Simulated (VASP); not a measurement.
# AlPt (P2_13) in VASP: further runs

The runs below take AlPt through relaxation of cell and atoms, with PBEsol, LDA.

Program: VASP 6.6.1. These are calculated values, not measurements. Logs are shortened: lines on timing, memory, paths and dates and some standing lists are left out, and cuts for length are marked.

## Step 1: The structure

It takes space group P2_13 (No. 198, cubic). Conventional cell: a = 4.879 Å, b = 4.879 Å, c = 4.879 Å, α = 90.00°, β = 90.00°, γ = 90.00°. Al (site symmetry 3) is surrounded by 7 Pt at 2.60 to 2.63 Å. Pt (site symmetry 3) is surrounded by 7 Al at 2.60 to 2.63 Å.

The cell is a database's computed one.

## Step 2: Relaxation of cell and atoms, PBEsol

The input, INCAR:

```
SYSTEM = AlPt
ALGO = Normal ; EDIFF = 1E-6
EDIFFG = -0.01 ; ENCUT = 600
GGA = PS ; IBRION = 2
ISIF = 3 ; ISMEAR = 1
KPAR = 4 ; LASPH = .True.
LCHARG = .False. ; LREAL = .False.
LWAVE = .False. ; NELM = 80
NSW = 90 ; PREC = Accurate
SIGMA = 0.1
```

The input, KPOINTS:

```
k-points
0
Gamma
  8 8 8
  0 0 0
```

The input, POSCAR:

```
AlPt
1.0
    4.8789320700      0.0000000000      0.0000000000
    0.0000000000      4.8789320700      0.0000000000
    0.0000000000      0.0000000000      4.8789320700
Al Pt
4 4
Direct
    0.8440321000      0.8440321000      0.8440321000
    0.6559679000      0.1559679000      0.3440321000
    0.3440321000      0.6559679000      0.1559679000
    0.1559679000      0.3440321000      0.6559679000
    0.1550630600      0.1550630600      0.1550630600
    0.3449369400      0.8449369400      0.6550630600
    0.6550630600      0.3449369400      0.8449369400
    0.8449369400      0.6550630600      0.3449369400
```

Potentials or basis: VASP PAW PBE potentials, release 64 (Al, Pt).

Command:

```
cat potpaw_PBE.64/Al/POTCAR potpaw_PBE.64/Pt/POTCAR > POTCAR
mpirun -np 4 vasp_std > vasp.out
```

OUTCAR:

```text
SYSTEM = AlPt
   EDIFF = 1E-6
   EDIFFG = -0.01
   ENCUT = 600
   GGA = PS
   IBRION = 2
   ISIF = 3
   ISMEAR = 1
   LASPH = .True.
   LREAL = .False.
   NELM = 80
   NSW = 90
   PREC = Accurate

 ion  position               nearest neighbor table
   1  0.844  0.844  0.844-   6 2.60   7 2.60   8 2.60   6 2.61   7 2.61   8 2.61   5 2.63   3 3.02
                             4 3.02   2 3.02   2 3.02   4 3.02   3 3.02
   2  0.656  0.156  0.344-   5 2.60   7 2.60   8 2.60   7 2.61   8 2.61   5 2.61   6 2.63   1 3.02
                             1 3.02   3 3.02   3 3.02   4 3.02   4 3.02
   3  0.344  0.656  0.156-   5 2.60   6 2.60   8 2.60   8 2.61   6 2.61   5 2.61   7 2.63   1 3.02
                             4 3.02   2 3.02   2 3.02   4 3.02   1 3.02
   4  0.156  0.344  0.656-   5 2.60   6 2.60   7 2.60   6 2.61   5 2.61   7 2.61   8 2.63   1 3.02
                             3 3.02   2 3.02   1 3.02   2 3.02   3 3.02
   5  0.155  0.155  0.155-   2 2.60   3 2.60   4 2.60   2 2.61   3 2.61   4 2.61   1 2.63   6 3.02
                             7 3.02   8 3.02   6 3.02   8 3.02   7 3.02
   6  0.345  0.845  0.655-   1 2.60   3 2.60   4 2.60   3 2.61   4 2.61   1 2.61   2 2.63   8 3.02
                             5 3.02   5 3.02   7 3.02   7 3.02   8 3.02
   7  0.655  0.345  0.845-   1 2.60   2 2.60   4 2.60   4 2.61   2 2.61   1 2.61   3 2.63   8 3.02
                             5 3.02   8 3.02   6 3.02   6 3.02   5 3.02
   8  0.845  0.655  0.345-   1 2.60   2 2.60   3 2.60   2 2.61   1 2.61   3 2.61   4 2.63   7 3.02
                             5 3.02   7 3.02   5 3.02   6 3.02   6 3.02

  LATTYP: Found a simple cubic cell.
 ALAT       =     4.8789320700

  Lattice vectors:

 A1 = (   4.8789320700,   0.0000000000,   0.0000000000)
 A2 = (   0.0000000000,   4.8789320700,   0.0000000000)
 A3 = (   0.0000000000,   0.0000000000,   4.8789320700)

Analysis of symmetry for initial positions (statically):
=====================================================================
 Subroutine PRICEL returns:
 Original cell was already a primitive cell.

 Routine SETGRP: Setting up the symmetry group for a
 simple cubic supercell.

 Subroutine GETGRP returns: Found 12 space group operations
 (whereof  3 operations were pure point group operations)
 out of a pool of 48 trial point group operations.

The static configuration has the point symmetry C_3 .
 The point group associated with its full space group is T   .

Analysis of symmetry for dynamics (positions and initial velocities):
=====================================================================
 Subroutine PRICEL returns:
 Original cell was already a primitive cell.

 Routine SETGRP: Setting up the symmetry group for a
 simple cubic supercell.

 Subroutine GETGRP returns: Found 12 space group operations
 (whereof  3 operations were pure point group operations)
 out of a pool of 48 trial point group operations.

The dynamic configuration has the point symmetry C_3 .
 The point group associated with its full space group is T   .

 Subroutine INISYM returns: Found 12 space group operations
 (whereof  3 operations are pure point group operations),
 and found     1 'primitive' translations

----------------------------------------------------------------------------------------

                                     Primitive cell

  volume of cell :     116.1380

  direct lattice vectors                    reciprocal lattice vectors
     4.878932070  0.000000000  0.000000000     0.204962886  0.000000000  0.000000000
     0.000000000  4.878932070  0.000000000     0.000000000  0.204962886  0.000000000
     0.000000000  0.000000000  4.878932070     0.000000000  0.000000000  0.204962886

  length of vectors
     4.878932070  4.878932070  4.878932070     0.204962886  0.204962886  0.204962886

  position of ions in fractional coordinates (direct lattice)
     0.844032100  0.844032100  0.844032100
     0.655967900  0.155967900  0.344032100
     0.344032100  0.655967900  0.155967900
     0.155967900  0.344032100  0.655967900
     0.155063060  0.155063060  0.155063060
     0.344936940  0.844936940  0.655063060
     0.655063060  0.344936940  0.844936940
     0.844936940  0.655063060  0.344936940

  ion indices of the primitive-cell ions
   primitive index   ion index
                 1           1
                 2           2
                 3           3
                 4           4
                 5           5
                 6           6
                 7           7
                 8           8

----------------------------------------------------------------------------------------

 KPOINTS: k-points

Automatic generation of k-mesh.
 Grid dimensions read from file:
 generate k-points for:    8    8    8

 Generating k-lattice:

  Cartesian coordinates                     Fractional coordinates (reciprocal lattice)
     0.025620361  0.000000000  0.000000000     0.125000000  0.000000000  0.000000000
     0.000000000  0.025620361  0.000000000     0.000000000  0.125000000  0.000000000
     0.000000000  0.000000000  0.025620361     0.000000000  0.000000000  0.125000000

  Length of vectors
     0.025620361  0.025620361  0.025620361

  Shift w.r.t. Gamma in fractional coordinates (k-lattice)
     0.000000000  0.000000000  0.000000000

 Subroutine IBZKPT returns following result:
 ===========================================

 Found     45 irreducible k-points:

 Following reciprocal coordinates:
            Coordinates               Weight
  0.000000  0.000000  0.000000      1.000000
  0.125000  0.000000  0.000000      6.000000
  0.250000  0.000000  0.000000      6.000000
  0.375000  0.000000  0.000000      6.000000
  0.500000  0.000000  0.000000      3.000000
  0.125000  0.125000  0.000000     12.000000
[... 16 lines left out ...]
  0.250000  0.125000  0.125000     24.000000
  0.375000  0.125000  0.125000     24.000000
 [... further k-points ...]
   k-points           NKPTS =     45   k-points in BZ     NKDIM =     45   number of bands    NBANDS=     31
   number of dos      NEDOS =    301   number of ions     NIONS =      8
   total plane-waves  NPLWV =  64000
   dimension x,y,z NGX =    40 NGY =   40 NGZ =   40
   dimension x,y,z NGXF=    80 NGYF=   80 NGZF=   80
   ions per type =               4   4
   NGX,Y,Z   is equivalent  to a cutoff of  13.63, 13.63, 13.63 a.u.
   NGXF,Y,Z  is equivalent  to a cutoff of  27.26, 27.26, 27.26 a.u.
 SYSTEM =  AlPt
   PREC   = accura    normal or accurate (medium, high low for compatibility)
   ISTART =      0    job   : 0-new  1-cont  2-samecut
   ICHARG =      2    charge: 1-file 2-atom 10-const
   ISPIN  =      1    spin polarized calculation?
   LNONCOLLINEAR =      F non collinear calculations
   LSORBIT =      F    spin-orbit coupling
   LASPH  =      T    aspherical Exc in radial PAW
   ENCUT  =  600.0 eV  44.10 Ry    6.64 a.u.   9.74  9.74  9.74*2*pi/ulx,y,z
   NELM   =     80;   NELMIN=  2; NELMDL= -5     # of ELM steps
   EDIFF  = 0.1E-05   stopping-criterion for ELM
   LREAL  =      F    real-space projection
   EDIFFG = -.1E-01   stopping-criterion for IOM
   NSW    =     90    number of steps for IOM
   IBRION =      2    ionic relax: 0-MD 1-quasi-New 2-CG
   NFREE  =      1    steps in history (QN), initial steepest desc. (CG)
   ISIF   =      3    stress and relaxation
   ISYM   =      2    0-nonsym 1-usesym 2-fastsym
   POTIM  = 0.5000    time-step for ionic-motion
   TEBEG  =    0.0;   TEEND  =   0.0 temperature during run
   PSTRESS=    0.0 pullay stress
   NELECT =      52.0000    total number of electrons
   NUPDOWN=      -1.0000    fix difference up-down
   EMIN   =  10.00;   EMAX   =-10.00  energy-range for DOS
   EFERMI =   0.00;   METHOD = LEGACY
   ISMEAR =     1;   SIGMA  =   0.10  broadening in eV -4-tet -1-fermi 0-gaus
   EFERMI_NEDOS =   21; number of points for ismear=-14 and -15
   IALGO  =     38    algorithm
   IMIX   =      4    mixing-type and parameters
     AMIX     =   0.40;   BMIX     =  1.00
     AMIX_MAG =   1.60;   BMIX_MAG =  1.00
  volume/ion in A,a.u.               =      14.52        97.97
  Fermi-wavevector in a.u.,A,eV,Ry     =   1.252423  2.366737 21.341614  1.568564
  Thomas-Fermi vector in A             =   2.386324
   LORBIT       =      0    0 simple, 1 ext, 2 COOP (PROOUT), +10 PAW based schemes
   GGA     = PS    functional components
   LHFCALC =     F    Hartree Fock is set to
   AEXX    =    0.0000 exact exchange contribution
   IVDW    =     0    specifies the selected vdW correction
   LEPSILON=     F    determine dielectric tensor
   LRPA    =     F    only Hartree local field effects (RPA)
 conjugate gradient relaxation of ions
 non-spin polarized calculation
 Methfessel and Paxton  Order N= 1 SIGMA  =   0.10
  energy-cutoff  :      600.00
  volume of cell :      116.14
 maximum number of plane-waves:      3912
   NGX = 19   NGY = 19   NGZ = 19

--------------------------------------- Ionic step        1  -------------------------------------------

 number of electron      52.0000008 magnetization

 Free energy of the ion-electron system (eV)
  ---------------------------------------------------
  ext. energy  EPLUGINS =         0.00000000
  ---------------------------------------------------
  free energy    TOTEN  =       -52.64218652 eV

  energy without entropy =      -52.64197359  energy(sigma->0) =      -52.64211554

------------------------ aborting loop because EDIFF is reached ----------------------------------------

  FORCE on cell =-STRESS in cart. coord.  units (eV):
  Direction    XX          YY          ZZ          XY          YZ          ZX
  --------------------------------------------------------------------------------------
  -------------------------------------------------------------------------------------
  Total       -0.9782407     -0.9782407     -0.9782407      0.0000000     -0.0000000      0.0000000
  in kB      -13.4952832    -13.4952832    -13.4952832      0.0000000     -0.0000000      0.0000000
  external PRESSURE =     -13.4952832 kB  Pullay stress =       0.0000000 kB
[... 237 lines left out ...]
  energy  without entropy=      -52.6464846412  energy(sigma->0) =      -52.64644043

--------------------------------------- Ionic step        7  -------------------------------------------

 number of electron      52.0000005 magnetization

 Free energy of the ion-electron system (eV)
  ---------------------------------------------------
  ext. energy  EPLUGINS =         0.00000000
  ---------------------------------------------------
  free energy    TOTEN  =       -52.64660077 eV

  energy without entropy =      -52.64665209  energy(sigma->0) =      -52.64661788

 E-fermi :  10.4585     XC(G=0): -12.3044

 val. band max:       10.4581036800   @ k =   0.3750   0.3750   0.0000
 cond. band min:      10.4899562198   @ k =   0.5000   0.3750   0.3750
 fundamental gap:      0.0318525398
 Fermi energy:        10.4584565784

 k-point     1 :       0.0000    0.0000    0.0000
  band No.  band energies     occupation
      1      -0.7916      2.00000
      2       3.5442      2.00000
      3       3.5442      2.00000
      4       3.5442      2.00000
      5       4.9919      2.00000
      6       4.9919      2.00000
[... 805 lines left out ...]
     30      13.7105      0.00000
     31      14.0055      0.00000

 [... further k-points ...]
[... 5 lines left out ...]
  --------------------------------------------------------------------------------------
  -------------------------------------------------------------------------------------
  Total        0.0085173      0.0085173      0.0085173      0.0000000      0.0000000      0.0000000
  in kB        0.1183037      0.1183037      0.1183037      0.0000000      0.0000000      0.0000000
  external PRESSURE =       0.1183037 kB  Pullay stress =       0.0000000 kB
[... 23 lines left out ...]
  FREE ENERGIE OF THE ION-ELECTRON SYSTEM (eV)
  ---------------------------------------------------
  free  energy   TOTEN  =       -52.6466007708 eV

  energy  without entropy=      -52.6466520864  energy(sigma->0) =      -52.64661788

 reached required accuracy - stopping structural energy minimisation
```

Wall time 2.6 min (4 MPI ranks of Intel Xeon Platinum 8488C (Sapphire Rapids), shared host); peak memory 0.35 GiB.

Results:

```yaml
Free_energy: -52.6466 eV
Relaxed_volume: 14.42 Å³/atom
Relaxed_cell: a = 4.868 Å, b = 4.868 Å, c = 4.868 Å, α = 90.00°, β = 90.00°, γ = 90.00°
Space_group_after_relaxing_to_0.05_Å: P2_13 (No. 198)
Energy_gained_by_relaxing: 0.6 meV/atom
Ionic_steps: 7
Pressure_after_relaxing: 0.0 GPa
Band_gap_on_the_k_mesh: none (metal or under the smearing width)
```

Forces in eV/Å, atoms in the order of the input:
```
Al   0.001  0.001  0.001
Al  -0.001 -0.001  0.001
Al   0.001 -0.001 -0.001
Al  -0.001  0.001 -0.001
Pt  -0.001 -0.001 -0.001
Pt   0.001  0.001 -0.001
Pt  -0.001  0.001  0.001
Pt   0.001 -0.001  0.001
```

The path:
| step | energy change (eV) | largest force (eV/Å) | pressure (GPa) | volume (Å³) |
| --- | --- | --- | --- | --- |
| 1 | 0.0000 | 0.0602 | -1.35 | 116.14 |
| 2 | 0.0050 | 0.0421 | 2.31 | 114.09 |
| 3 | -0.0036 | 0.0534 | 0.05 | 115.33 |
| 4 | -0.0040 | 0.0360 | 0.04 | 115.33 |
| 5 | -0.0043 | 0.0149 | 0.02 | 115.34 |
| 6 | -0.0042 | 0.0269 | -0.01 | 115.36 |
| 7 | -0.0044 | 0.0022 | 0.01 | 115.35 |

Final structure:
```
CELL_PARAMETERS angstrom
4.86785 0.00000 0.00000
0.00000 4.86785 0.00000
0.00000 0.00000 4.86785
ATOMIC_POSITIONS crystal
Al 0.84415 0.84415 0.84415
Al 0.65585 0.15585 0.34415
Al 0.34415 0.65585 0.15585
Al 0.15585 0.34415 0.65585
Pt 0.15404 0.15404 0.15404
Pt 0.34596 0.84596 0.65404
Pt 0.65404 0.34596 0.84596
Pt 0.84596 0.65404 0.34596
```

Caveat: the PAW data sets were made with another functional, which shifts forces and pressure a little. The run has no spin-orbit coupling, so splittings on Pt are missing.

## Step 3: Relaxation of cell and atoms, PBEsol

This run uses another cell than the first one, of 14.42 Å³/atom, 0.993 times its volume.

INCAR: that of step 2 with these lines changed.

```diff
@@ -1,4 +1,4 @@
 SYSTEM = AlPt
-ALGO = Normal ; EDIFF = 1E-6
-EDIFFG = -0.01 ; ENCUT = 600
+ALGO = Normal ; EDIFF = 1E-7
+EDIFFG = -0.005 ; ENCUT = 600
 GGA = PS ; IBRION = 2
```

KPOINTS is that of step 2.

The input, POSCAR:

```
AlPt                                    
1.0
    4.8678525592      0.0000000000      0.0000000000
    0.0000000000      4.8678525592      0.0000000000
   -0.0000000000      0.0000000000      4.8678525592
  Al              Pt            
     4     4
Direct
     0.8441469267029381    0.8441469267029381    0.8441469267029381
     0.6558530732970619    0.1558530732970620    0.3441469267029379
     0.3441469267029379    0.6558530732970619    0.1558530732970620
     0.1558530732970620    0.3441469267029379    0.6558530732970619
     0.1540432597197499    0.1540432597197499    0.1540432597197499
     0.3459567402802502    0.8459567402802503    0.6540432597197497
     0.6540432597197497    0.3459567402802502    0.8459567402802503
     0.8459567402802503    0.6540432597197497    0.3459567402802502
```

Potentials or basis: VASP PAW PBE potentials, release 64 (Al, Pt).

Command:

```
cat potpaw_PBE.64/Al/POTCAR potpaw_PBE.64/Pt/POTCAR > POTCAR
mpirun -np 4 vasp_std > vasp.out
```

It took 44 s on 4 MPI ranks of Intel Xeon Platinum 8488C (Sapphire Rapids), shared host; peak memory 0.34 GiB.

Results (log left out):

| Property | Result |
| --- | --- |
| Free energy | -52.6465 eV |
| Pressure after relaxing | 0.0 GPa |
| Band gap on the k mesh | none (metal or under the smearing width) |

Final structure:
```cif
data_structure
_symmetry_space_group_name_H-M 'P 1'
_symmetry_Int_Tables_number 1
_cell_length_a 4.8679
_cell_length_b 4.8679
_cell_length_c 4.8679
_cell_angle_alpha 90.000
_cell_angle_beta 90.000
_cell_angle_gamma 90.000
_cell_volume 115.35
loop_
_atom_site_label
_atom_site_type_symbol
_atom_site_fract_x
_atom_site_fract_y
_atom_site_fract_z
_atom_site_occupancy
Al1 Al 0.84415 0.84415 0.84415 1
Al2 Al 0.65585 0.15585 0.34415 1
Al3 Al 0.34415 0.65585 0.15585 1
Al4 Al 0.15585 0.34415 0.65585 1
Pt1 Pt 0.15404 0.15404 0.15404 1
Pt2 Pt 0.34596 0.84596 0.65404 1
Pt3 Pt 0.65404 0.34596 0.84596 1
Pt4 Pt 0.84596 0.65404 0.34596 1
```

Levels at points of the mesh, in eV from the Fermi level:
| k point | band 24 | band 25 | band 26 | band 27 | band 28 | band 29 |
| --- | --- | --- | --- | --- | --- | --- |
| (0.00, 0.00, 0.00) | -1.72 | -0.18 | -0.18 | -0.18 | 4.26 | 4.26 |
| (0.50, 0.00, 0.00) | -1.48 | -0.67 | -0.67 | 1.27 | 1.27 | 2.76 |
| (0.50, 0.50, 0.00) | -2.17 | 0.38 | 0.38 | 1.34 | 1.34 | 2.83 |
| (0.50, 0.50, 0.50) | -2.48 | -0.77 | -0.77 | -0.77 | -0.77 | 6.55 |

Caveat: the relaxation stopped at its first step, so nothing moved; the PAW data sets were made with another functional, which shifts forces and pressure a little. Spin-orbit coupling is left out, which matters for the levels of Pt.

[end of part 1 of 2]
